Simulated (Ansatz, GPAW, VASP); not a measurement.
**One calculation of YN, 3 ways**

```xyz
2
Lattice="0.0000 2.4385 2.4385 2.4385 0.0000 2.4385 2.4385 2.4385 0.0000" Properties=species:S:1:pos:R:3 pbc="T T T"
Y     0.0000    0.0000    0.0000
N     2.4385    2.4385    2.4385
```

Alike in all runs: task single point; functional PBE; k mesh 9 × 9 × 9; occupations gaussian, width 0.02 eV; no spin polarisation; no spin-orbit coupling. Pressure is positive in compression and, in plane waves, holds the error of the finite cutoff, which Ansatz's Pulay term estimates and takes out.

```tsv
program and potentials	plane-wave cutoff (eV)	notes	pressure (GPa)
Ansatz, Ansatz PAW	420	Pulay term of +0.29 GPa included	2.96
GPAW, GPAW PAW data sets (gpaw-data 1.2.1)	800	-	1.74
VASP, PBE PAW files N_GW, Y_sv_GW, 550 eV	550	-	?
```

Question: Estimate from the other rows what the run with VASP, PBE PAW files N_GW, Y_sv_GW, 550 eV gave.

Answer: Pressure 2.59 GPa. The other rows, which needn't bracket it: pressure 1.74 to 2.96.
